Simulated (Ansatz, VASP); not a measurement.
One calculation of SiGe2, two programs

```
CELL_PARAMETERS angstrom
0.00000 3.86974 3.86974
3.86974 0.00000 3.86974
3.86974 3.86974 0.00000
ATOMIC_POSITIONS crystal
Si 0.50000 0.50000 0.50000
Si 0.75000 0.75000 0.75000
Ge 0.12500 0.12500 0.12500
Ge 0.62500 0.12500 0.12500
Ge 0.12500 0.12500 0.62500
Ge 0.12500 0.62500 0.12500
```

Alike in both runs: functional PBE; k mesh 8 × 8 × 8; occupations gaussian, width 0.1 eV; no spin polarisation.

Ansatz relaxed the structure, and its values are those at the end. VASP's run is a single point on that final structure, the one shown.

|  | VASP | Ansatz |
| --- | --- | --- |
| version | VASP 6.6.1 | Ansatz 0.2.0 |
| potentials or method | VASP PAW PBE potentials, release 64 (Si, Ge_d) | scalar-relativistic, plane waves, PAW |
| plane-wave cutoff (eV) | 520 | 420 |
| valence electrons in the cell | 64 | 64 |

|  | VASP | Ansatz | Ansatz less VASP |
| --- | --- | --- | --- |
| gap on the k mesh at the Fermi level (eV) | none | none | - |
| pressure (GPa) | 0.0 | 0.0 | +0.04 |

A gap of «none» marks a metal or a gap that the smearing closes.
